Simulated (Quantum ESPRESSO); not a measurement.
Runs of Quantum ESPRESSO 7.5 on Sn. The structure is cubic, space group Fd-3m (No. 227). Conventional cell: a = 6.467 Å, b = 6.467 Å, c = 6.467 Å, α = 90.00°, β = 90.00°, γ = 90.00°. Sn (site symmetry -43m) is surrounded by 4 Sn at 2.80 Å. This isn't the form of Sn at room conditions, which is tetragonal (white tin).

| task | level | potentials or basis | k mesh | cutoff (eV) | smearing | SCF threshold | symmetry | dos occupations | other keys | gap on the mesh (eV) | pressure (GPa) |
| --- | --- | --- | --- | --- | --- | --- | --- | --- | --- | --- | --- |
| band structure | SCAN | SG15 PBE 1.2 | 5 × 5 × 5 | 952 | fermi-dirac 0.05 eV | 1e-08 Ry | off | - | - | none | (b) |
| band structure | RPBE | SG15 PBE 1.2 | 7 × 7 × 7 | 952 | fermi-dirac 0.05 eV | 4e-10 Ry | - | - | - | none | (a) |
| projected density of states | vdW-DF | GBRV 1.5 PBE | 7 × 7 × 7 | 612 | gaussian 0.1 eV | 4e-10 Ry | - | tetrahedra_opt | verbose = yes | none | - |
| band structure | PBE | GBRV 1.5 PBE | 7 × 7 × 7 | 612 | fermi-dirac 0.05 eV | 4e-10 Ry | - | - | - | none | - |
| band structure | AM05 | SG15 PBE 1.2 | 7 × 7 × 7 | 952 | fermi-dirac 0.05 eV | 4e-10 Ry | - | - | - | none | (c) |
| band structure | vdW-DF2 | PseudoDojo 0.4.1 SR PBE standard | 7 × 7 × 7 | 980 | fermi-dirac 0.05 eV | 4e-10 Ry | - | - | - | none | 7.9 |
| band structure | PW91 | SG15 PBE 1.2 | 7 × 7 × 7 | 952 | fermi-dirac 0.05 eV | 4e-10 Ry | - | - | - | none | 3.6 |
| band structure | HLE16 | SG15 PBE 1.2 | 7 × 7 × 7 | 952 | fermi-dirac 0.05 eV | 4e-10 Ry | - | - | - | none | -2.7 |
| band structure | HLE16 | PseudoDojo 0.4.1 SR PBE standard | 7 × 7 × 7 | 980 | fermi-dirac 0.05 eV | 4e-10 Ry | - | - | - | none | -2.3 |
| band structure | PBEsol | SG15 PBE 1.2 | 7 × 7 × 7 | 952 | fermi-dirac 0.05 eV | 4e-10 Ry | - | - | - | none | 1.2 |

Alike in all rows: no spin polarisation; cell as given.

Task: Estimate the missing entries.

Result: (a) 5.6; (b) -0.4; (c) 1.6.

Caveats: the potentials were made for another functional, which shifts forces and pressure (some runs); spin-orbit coupling is left out, which moves the levels of the heavy elements (some runs); the cutoff lies well under what these potentials need, so the values aren't converged (some runs); the potentials were made for a functional far from this one (some runs).

A k mesh can miss the band edges, and the runs leave out spin-orbit coupling on Sn.

A gap of «none» marks a metal or a gap under the smearing width.
